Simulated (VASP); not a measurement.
# Zn (Im-3m) in VASP: further runs, part 2 of 2

VASP 6.6.1. Earlier steps stand in the parts before.

## Step 4: Single point, LDA

INCAR reads:

```
SYSTEM = Zn
PREC = Accurate
ENCUT = 460
EDIFF = 1E-6
ISMEAR = -1
SIGMA = 0.15
LREAL = .False.
LASPH = .True.
NELM = 100
ALGO = Normal
ISIF = 2
LWAVE = .False.
LCHARG = .False.
NBANDS = 12
ADDGRID = .False.
```

KPOINTS reads:

```
Automatic mesh
0
Gamma
  11 11 11
  0 0 0
```

POSCAR reads:

```
Zn
1.0
   -1.5690370000      1.5690370000      1.5690370000
    1.5690370000     -1.5690370000      1.5690370000
    1.5690370000      1.5690370000     -1.5690370000
Zn
1
Direct
    0.0000000000      0.0000000000      0.0000000000
```

Potentials or basis: VASP PAW LDA potentials, release 64 (Zn).

Run with:

```console
$ cat potpaw_LDA.64/Zn/POTCAR > POTCAR
$ mpirun -np 1 vasp_std > vasp.out
```

OUTCAR:

```text
SYSTEM = Zn
   PREC = Accurate
   ENCUT = 460
   EDIFF = 1E-6
   ISMEAR = -1
   LREAL = .False.
   LASPH = .True.
   NELM = 100
   ISIF = 2

 Found     56 irreducible k-points:

 Following reciprocal coordinates:
            Coordinates               Weight
  0.000000  0.000000  0.000000      1.000000
  0.090909  0.000000  0.000000     12.000000
  0.181818  0.000000  0.000000     12.000000
  0.272727  0.000000  0.000000     12.000000
  0.363636  0.000000  0.000000     12.000000
  0.454545  0.000000  0.000000     12.000000
   k-points           NKPTS =     56   k-points in BZ     NKDIM =     56   number of bands    NBANDS=     12
   number of dos      NEDOS =    301   number of ions     NIONS =      1
   total plane-waves  NPLWV =   8000
   dimension x,y,z NGX =    20 NGY =   20 NGZ =   20
   dimension x,y,z NGXF=    40 NGYF=   40 NGZF=   40
   ions per type =               1
   NGX,Y,Z   is equivalent  to a cutoff of  12.23, 12.23, 12.23 a.u.
   NGXF,Y,Z  is equivalent  to a cutoff of  24.47, 24.47, 24.47 a.u.
 SYSTEM =  Zn
   PREC   = accura    normal or accurate (medium, high low for compatibility)
   ISTART =      0    job   : 0-new  1-cont  2-samecut
   ICHARG =      2    charge: 1-file 2-atom 10-const
   ISPIN  =      1    spin polarized calculation?
   LNONCOLLINEAR =      F non collinear calculations
   LSORBIT =      F    spin-orbit coupling
   LASPH  =      T    aspherical Exc in radial PAW
   ENCUT  =  460.0 eV  33.81 Ry    5.81 a.u.   4.75  4.75  4.75*2*pi/ulx,y,z
   NELM   =    100;   NELMIN=  2; NELMDL= -5     # of ELM steps
   EDIFF  = 0.1E-05   stopping-criterion for ELM
   LREAL  =      F    real-space projection
   EDIFFG = 0.1E-04   stopping-criterion for IOM
   NSW    =      0    number of steps for IOM
   IBRION =     -1    ionic relax: 0-MD 1-quasi-New 2-CG
   NFREE  =      0    steps in history (QN), initial steepest desc. (CG)
   ISIF   =      2    stress and relaxation
   ISYM   =      2    0-nonsym 1-usesym 2-fastsym
   POTIM  = 0.5000    time-step for ionic-motion
   TEBEG  =    0.0;   TEEND  =   0.0 temperature during run
   PSTRESS=    0.0 pullay stress
   NELECT =      12.0000    total number of electrons
   NUPDOWN=      -1.0000    fix difference up-down
   EMIN   =  10.00;   EMAX   =-10.00  energy-range for DOS
   EFERMI =   0.00;   METHOD = LEGACY
   ISMEAR =    -1;   SIGMA  =   0.15  broadening in eV -4-tet -1-fermi 0-gaus
   EFERMI_NEDOS =   21; number of points for ismear=-14 and -15
   IALGO  =     38    algorithm
   IMIX   =      4    mixing-type and parameters
     AMIX     =   0.40;   BMIX     =  1.00
     AMIX_MAG =   1.60;   BMIX_MAG =  1.00
  volume/ion in A,a.u.               =      15.45       104.27
  Fermi-wavevector in a.u.,A,eV,Ry     =   1.504811  2.843681 30.809811  2.264457
  Thomas-Fermi vector in A             =   2.615742
   LORBIT       =      0    0 simple, 1 ext, 2 COOP (PROOUT), +10 PAW based schemes
   GGA     = CA    functional components
   LHFCALC =     F    Hartree Fock is set to
   AEXX    =    0.0000 exact exchange contribution
   IVDW    =     0    specifies the selected vdW correction
   LEPSILON=     F    determine dielectric tensor
   LRPA    =     F    only Hartree local field effects (RPA)
 non-spin polarized calculation
  energy-cutoff  :      460.00
  volume of cell :       15.45
 maximum number of plane-waves:       370
   NGX =  9   NGY =  9   NGZ =  9

 number of electron      12.0000023 magnetization

 Free energy of the ion-electron system (eV)
  ---------------------------------------------------
  ext. energy  EPLUGINS =         0.00000000
  ---------------------------------------------------
  free energy    TOTEN  =        -1.74076465 eV

  energy without entropy =       -1.71662265  energy(sigma->0) =       -1.72869365

 E-fermi :   2.7874     XC(G=0): -11.8175

 val. band max:        2.7276928337   @ k =   0.4545   0.0000   0.0000
 cond. band min:       2.9436440172   @ k =  -0.4545   0.4545   0.0909
 fundamental gap:      0.2159511834
 Fermi energy:         2.7873615121

 k-point     1 :       0.0000    0.0000    0.0000
  band No.  band energies     occupation
      1      -7.4885      2.00000
      2      -4.9889      2.00000
      3      -4.9889      2.00000
      4      -4.9889      2.00000
      5      -4.4854      2.00000
      6      -4.4854      2.00000
      7      21.5721      0.00000
      8      21.5721      0.00000
      9      21.5721      0.00000
     10      23.6934      0.00000
     11      23.6934      0.00000
     12      23.6934      0.00000

 k-point     2 :       0.0909    0.0000    0.0000
  band No.  band energies     occupation
      1      -7.2293      2.00000
      2      -5.0127      2.00000
      3      -4.9823      2.00000
      4      -4.9281      2.00000
      5      -4.5070      2.00000
      6      -4.4839      2.00000
      7      18.5926      0.00000
      8      20.0373      0.00000
      9      20.6018      0.00000
     10      22.1442      0.00000
     11      22.1534      0.00000
     12      23.3971      0.00000

 k-point     3 :       0.1818    0.0000    0.0000
  band No.  band energies     occupation
      1      -6.4985      2.00000
      2      -5.0765      2.00000
      3      -4.9354      2.00000
      4      -4.7610      2.00000
      5      -4.5448      2.00000
      6      -4.4792      2.00000
      7      14.0723      0.00000
      8      17.8730      0.00000
      9      18.7862      0.00000
     10      20.5528      0.00000
     11      21.1177      0.00000
     12      24.0989      0.00000

 k-point     4 :       0.2727    0.0000    0.0000
  band No.  band energies     occupation
      1      -5.7179      2.00000
      2      -5.1596      2.00000
      3      -4.5595      2.00000
      4      -4.5323      2.00000
      5      -4.4712      2.00000
      6      -4.4462      2.00000
      7       9.8244      0.00000
      8      16.0508      0.00000
      9      17.2207      0.00000
     10      19.3735      0.00000
     11      20.3356      0.00000
     12      25.4934      0.00000

 k-point     5 :       0.3636    0.0000    0.0000
  band No.  band energies     occupation
      1      -5.5790      2.00000
      2      -5.2354      2.00000
      3      -4.5357      2.00000
      4      -4.4618      2.00000
      5      -4.3110      2.00000
      6      -2.8262      2.00000
      7       6.0000      0.00000
      8      14.7474      0.00000
      9      16.1252      0.00000
     10      18.6062      0.00000
     11      19.8348      0.00000
     12      27.4175      0.00000

 k-point     6 :       0.4545    0.0000    0.0000
  band No.  band energies     occupation
      1      -5.6086      2.00000
      2      -5.2803      2.00000
      3      -4.5163      2.00000
      4      -4.4554      2.00000
      5      -4.1738      2.00000
      6      -0.5768      2.00000
      7       2.7277      1.19631
      8      14.0652      0.00000
      9      15.5643      0.00000
     10      18.2293      0.00000
     11      19.5963      0.00000
     12      29.6647      0.00000

 [... further k-points ...]

------------------------ aborting loop because EDIFF is reached ----------------------------------------

  FORCE on cell =-STRESS in cart. coord.  units (eV):
  Direction    XX          YY          ZZ          XY          YZ          ZX
  --------------------------------------------------------------------------------------
  -------------------------------------------------------------------------------------
  Total       -0.8096837     -0.8096837     -0.8096837     -0.0000000      0.0000000      0.0000000
  in kB      -83.9588429    -83.9588429    -83.9588429     -0.0000000      0.0000000      0.0000000
  external PRESSURE =     -83.9588429 kB  Pullay stress =       0.0000000 kB

 VOLUME and BASIS-vectors are now :
 -----------------------------------------------------------------------------
  energy-cutoff  :      460.00
  volume of cell :       15.45
      direct lattice vectors                 reciprocal lattice vectors
    -1.569037000  1.569037000  1.569037000     0.000000000  0.318666800  0.318666800
     1.569037000 -1.569037000  1.569037000     0.318666800  0.000000000  0.318666800
     1.569037000  1.569037000 -1.569037000     0.318666800  0.318666800  0.000000000

 POSITION                                       TOTAL-FORCE (eV/Angst)
 -----------------------------------------------------------------------------------
      0.00000      0.00000      0.00000        -0.000000      0.000000      0.000000
 -----------------------------------------------------------------------------------
    total drift:                                0.000000     -0.000000      0.000000

  FREE ENERGIE OF THE ION-ELECTRON SYSTEM (eV)
  ---------------------------------------------------
  free  energy   TOTEN  =        -1.7407646537 eV

  energy  without entropy=       -1.7166226471  energy(sigma->0) =       -1.72869365
```

Wall time 4.3 s (1 thread of Intel Xeon Platinum 8488C (Sapphire Rapids), shared host); peak memory 0.11 GiB.

The run converged, but some of its settings lie outside the range that counts as converged, so its numbers aren't taken as properties of the crystal.

Results:

| Item | Value |
| --- | --- |
| Free energy | -1.7408 eV |
| Pressure | -8.4 GPa |
| Band gap on the k mesh | none (metal or under the smearing width) |

## Step 5: Single point, LDA

INCAR: that of step 4 with these lines changed.

```diff
@@ -3,3 +3,3 @@
 ENCUT = 460
-EDIFF = 1E-6
+EDIFF = 1E-7
 ISMEAR = -1
@@ -14,2 +14,2 @@
 NBANDS = 12
-ADDGRID = .False.
+ADDGRID = .True.
```

KPOINTS is that of step 4.

POSCAR is that of step 4.

Run with:

```console
$ cat potpaw_LDA.64/Zn/POTCAR > POTCAR
$ mpirun -np 1 vasp_std > vasp.out
```

Wall time 5.6 s (1 thread of Intel Xeon Platinum 8488C (Sapphire Rapids), shared host); peak memory 0.16 GiB.

These settings aren't checked as converged: the numbers below hold their error.

Results:

```
Free energy            : -1.7407 eV
Pressure               : -8.5 GPa
Band gap on the k mesh : none (metal or under the smearing width)
```

## Step 6: Single point, LDA

INCAR: that of step 5 with these lines changed.

```diff
@@ -7,3 +7,3 @@
 LREAL = .False.
-LASPH = .True.
+LASPH = .False.
 NELM = 100
@@ -14,2 +14,2 @@
 NBANDS = 12
-ADDGRID = .True.
+ADDGRID = .False.
```

KPOINTS is that of step 5.

POSCAR is that of step 5.

Potentials or basis: VASP PAW LDA potentials, release 64 (Zn).

Run with:

```console
$ cat potpaw_LDA.64/Zn/POTCAR > POTCAR
$ mpirun -np 1 vasp_std > vasp.out
```

It took 4.5 s on 1 thread of Intel Xeon Platinum 8488C (Sapphire Rapids), shared host; peak memory 0.11 GiB.

These settings aren't checked as converged: the numbers below hold their error.

What came out:

| Property | Result |
| --- | --- |
| Free energy | -1.7408 eV |
| Pressure | -8.5 GPa |
| Band gap on the k mesh | none (metal or under the smearing width) |

## Step 7: For comparison

An earlier run on the cell as given: functional PBEsol; potentials or basis VASP PAW PBE potentials, release 64 (Zn); cutoff 520 eV; k mesh 12 × 12 × 12; occupations fermi-dirac, width 0.05 eV; no spin polarisation.

* Pressure: -4.9 GPa
* Band gap on the k mesh: none (metal or under the smearing width)
